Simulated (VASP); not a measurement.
Set up this calculation in VASP 6.6.1, as the native input.

| Quantity | Value |
| --- | --- |
| Task | band structure |
| Functional | HSE06 |
| Potentials or basis | VASP PAW PBE potentials, release 64 (In_d, P) |
| Cutoff | 520 eV |
| k mesh | 8 × 8 × 8 |
| Occupations | gaussian, width 0.03 eV |
| Spin | no spin polarisation |
| Grid for exact exchange (PRECFOCK) | Fast |
| Screening parameter | 0.2 1/A |
| Further INCAR settings | ALGO = Normal; EDIFF = 1e-06 |

The system is InP.

```
In P
1.0
     0.00000    2.93933    2.93933
     2.93933    0.00000    2.93933
     2.93933    2.93933    0.00000
In P
1 1
Cartesian
  0.0000 0.0000 0.0000
  1.4697 1.4697 1.4697
```

One way to write it, as run:

POSCAR

```
InP                                     
1.0
    0.0000000000      2.9393308168      2.9393308168
    2.9393308168      0.0000000000      2.9393308168
    2.9393308168      2.9393308168      0.0000000000
  In              P             
     1     1
Direct
     0.0000000000000000    0.0000000000000000    0.0000000000000000
     0.2500000000000000    0.2500000000000000    0.2500000000000000
```

INCAR.step1

```
SYSTEM = InP
PREC = Accurate ; ENCUT = 520
EDIFF = 1E-5 ; ISMEAR = 0
SIGMA = 0.03 ; LREAL = .False.
LASPH = .True. ; NELM = 80
ALGO = Normal ; ISIF = 2
LWAVE = .True. ; LCHARG = .False.
KPAR = 8 ; GGA = PE
```

INCAR.step2

```
SYSTEM = InP
PREC = Accurate ; ENCUT = 520
EDIFF = 1E-6 ; ISMEAR = 0
SIGMA = 0.03 ; LREAL = .False.
LASPH = .True. ; NELM = 80
ALGO = Normal ; ISIF = 2
LWAVE = .False. ; LCHARG = .False.
GGA = PE ; LHFCALC = .True.
HFSCREEN = 0.2 ; PRECFOCK = Fast
KPAR = 8 ; ISTART = 1
```

KPOINTS

```
Automatic mesh
0
Gamma
  8 8 8
  0 0 0
```

KPOINTS_OPT

```
explicit points
6
Reciprocal
 0.0000000000  0.0000000000  0.0000000000 1
 0.3750000000  0.3750000000  0.7500000000 1
 0.5000000000  0.5000000000  0.5000000000 1
 0.6250000000  0.2500000000  0.6250000000 1
 0.5000000000  0.2500000000  0.7500000000 1
 0.5000000000  0.0000000000  0.5000000000 1
```

Potentials or basis: VASP PAW PBE potentials, release 64 (In_d, P).

Launch:

```bash
$ cat potpaw_PBE.64/In_d/POTCAR potpaw_PBE.64/P/POTCAR > POTCAR
$ cp INCAR.step1 INCAR
$ mpirun -np 8 vasp_std > vasp.out
$ cp INCAR.step2 INCAR
$ mpirun -np 8 vasp_std > vasp.out
```

Results of the run:

```yaml
Pressure: 0.6 GPa
Band_gap_on_the_k_mesh: 1.45 eV, direct
Band_gap_along_the_path: 1.45 eV, direct
```

Caveat: the PAW data sets were made with another functional, which shifts forces and pressure a little; spin-orbit coupling is left out, which moves the levels of the heavy elements.

Run time: 14 min on 8 MPI ranks on Intel(R) Xeon(R) Platinum 8488C (Sapphire Rapids) (shared host), peak memory 0.4 GiB a rank.
